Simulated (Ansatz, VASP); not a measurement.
# Two plane-wave programs on Ti

```
CELL_PARAMETERS angstrom
-1.64100 1.64100 1.60818
1.64100 -1.64100 1.60818
1.64100 1.64100 -1.60818
ATOMIC_POSITIONS crystal
Ti 0.00000 0.00000 0.00000
```

Change from the starting cell: zz strain of -2 %, PAW files.

Alike in both runs: task electric field gradients; functional PBEsol; k mesh 17 × 17 × 17; occupations fermi-dirac, width 0.08 eV; no spin polarisation.

|  | VASP | Ansatz |
| --- | --- | --- |
| version | VASP 6.6.1 | Ansatz 0.2.0 |
| potentials or method | VASP PAW PBE potentials, release 64 (Ti_sv) | PAW with Ansatz's default frozen-core files, scalar-relativistic |
| plane-wave cutoff (eV) | 520 | 420 |
| valence electrons in the cell | 12 | 12 |

```tsv
	VASP	Ansatz	Ansatz less VASP
pressure (GPa)	-4.8	-4.6	+0.21
largest component of the traceless stress (GPa)	0.34	0.34	-0.001
Vzz of the field gradient on the site that differs most (V/Å²)	0.2	0.3	+0.05
```

Caveats: the PAW data sets were made with another functional, which shifts forces and pressure a little (VASP).
